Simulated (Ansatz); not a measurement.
# Cu2O, space group Pn-3m: a point defect in a supercell

With the Python package of Ansatz (0.2.0).

Typed at the interpreter:
```pycon
>>> import warnings
>>> import ansatz as az
>>> import numpy as np
>>> from pymatgen.core import Lattice, Structure
>>> from pymatgen.io.ase import AseAtomsAdaptor
>>> warnings.simplefilter("ignore", az.DeckWarning)
>>> pmg_structure = Structure(
...     Lattice([(4.26, 0.0, 0.0), (0.0, 4.26, 0.0), (0.0, 0.0, 4.26)]),
...     ["Cu", "Cu", "Cu", "Cu", "O", "O"],
...     [
...         (0.25, 0.25, 0.25),
...         (0.25, 0.75, 0.75),
...         (0.75, 0.75, 0.25),
...         (0.75, 0.25, 0.75),
...         (0.0, 0.0, 0.0),
...         (0.5, 0.5, 0.5),
...     ],
... )
>>> system = az.Crystal.from_ase(AseAtomsAdaptor.get_atoms(pmg_structure))
>>> host = system.supercell(2, 1, 1)
>>> defective = host.substitution("O", at=(0.25, 0.25, 0.25), replaces="Cu")
>>> def with_settings(structure):
...     return (
...         structure.calculation()
...         .functional("pbe")
...         .basis(550)
...         .kpoints(2, 4, 4)
...         .occupations("fermi_dirac", width=0.05)
...         .band_table()
...     )
...
>>> perfect = with_settings(host).run(threads=1).report
>>> model = with_settings(defective).forces()
>>> outcome = model.run(threads=1)
>>> data = outcome.report
>>> data["free_energy_ev"]
-49203.18380840071
>>> n_host, n_defect = len(perfect["lattice"]["sites"]), len(data["lattice"]["sites"])
>>> print(f"perfect cell: {n_host} atoms, F = {perfect['free_energy_ev']:.4f} eV")
perfect cell: 12 atoms, F = -55265.9677 eV
>>> print(f"defect cell:  {n_defect} atoms, F = {data['free_energy_ev']:.4f} eV")
defect cell:  12 atoms, F = -49203.1838 eV
>>> # chemical potentials are still to be added to this difference
>>> print(f"difference {data['free_energy_ev'] - perfect['free_energy_ev']:.4f} eV (no chemical potentials)")
difference 6062.7839 eV (no chemical potentials)
>>> for label, run in (("perfect", perfect), ("defect", data)):
...     levels, filled = np.array(run["eigenvalues_ev"][0]), np.array(run["occupations"][0])
...     top = int(np.argmin(np.abs(levels - run["fermi_energy_ev"])))
...     window = slice(max(top - 3, 0), top + 4)
...     print(label, "levels near E_F at the first k-point:", ", ".join(f"{e - run['fermi_energy_ev']:.2f} ({f:.2f})" for e, f in zip(levels[window], filled[window])))
...
perfect levels near E_F at the first k-point: -0.30 (2.00), -0.30 (2.00), -0.30 (2.00), 0.23 (0.02), 0.91 (0.00), 0.91 (0.00), 1.95 (0.00)
defect levels near E_F at the first k-point: -0.88 (2.00), -0.86 (2.00), -0.11 (1.78), -0.08 (1.66), 0.12 (0.16), 0.13 (0.14), 1.19 (0.00)
```

Total energies depend on the potentials; only differences at equal settings carry meaning. A total without «per atom» is that of the whole cell that was run. The cell holds an odd number of electrons and is run without spin, so a magnetic state may lie lower. Extra carriers fill band states at a few k-points, so forces and energy hang on the mesh. Of the deposited cell: the entry's cell lengths or inner coordinates differ somewhat from later room-temperature determinations. The atoms stand at ideal sites; relaxing them can change energy and levels by an eV or more. The difference holds no chemical potentials. Each cell's levels count from its own Fermi level and aren't aligned; one k-point can hide that the defect cell is metallic. Without a Hubbard U or exact exchange, semilocal functionals often make such 3d compounds metallic or too weakly gapped. The starting cell is as deposited in a crystallographic database; the results hold for this polymorph, which needn't be the stable one. Gaps and levels are Kohn-Sham values on a finite set of k-points. The supercell is small, so the defect meets its images and the energies aren't those of an isolated defect; a partly filled defect level may also lower its energy by spin or distortion. For a charged cell the difference holds no correction, alignment or term for the electrons' reservoir. It ran for 44 s on 1 thread of Arm Neoverse V1, with other jobs on the host, peak memory 0.74 GiB.
